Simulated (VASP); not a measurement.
A run of VASP 6.6.1 is set up as follows.

INCAR

```
SYSTEM = HfB2
ALGO = Normal ; EDIFF = 1E-7
ENCUT = 520 ; GGA = PS
ISIF = 2 ; ISMEAR = 0
LASPH = .True. ; LCHARG = .False.
LREAL = .False. ; LWAVE = .False.
NBANDS = 15 ; NELM = 100
PREC = Accurate ; SIGMA = 0.05
```

KPOINTS

```
k-points
0
Gamma
  12 12 10
  0 0 0
```

POSCAR

```
HfB2
1.0
    3.1275495077      0.0000000000      0.0000000000
   -1.5637747538      2.7085373252      0.0000000000
    0.0000000000      0.0000000000      3.4466919363
Hf B
1 2
Direct
    0.0000000000      0.0000000000      0.0000000000
    0.3333333333      0.6666666667      0.5000000000
    0.6666666667      0.3333333333      0.5000000000
```

Potentials or basis: VASP PAW PBE potentials, release 64 (Hf_pv, B).

Launch:

```sh
$ cat potpaw_PBE.64/Hf_pv/POTCAR potpaw_PBE.64/B/POTCAR > POTCAR
$ mpirun -np 1 vasp_std > vasp.out
```

Q: What does it give for the band gap on the k mesh?

A: None (metal or under the smearing width).

Q: What does it give for the pressure?

A: -0.1 GPa.

Stress tensor (GPa, compression positive):
```
-0.20  0.00  0.00
 0.00 -0.20  0.00
 0.00  0.00  0.17
```

Caveat: the PAW data sets were made with another functional, which shifts forces and pressure a little. Spin-orbit coupling is left out, which matters for the levels of Hf.
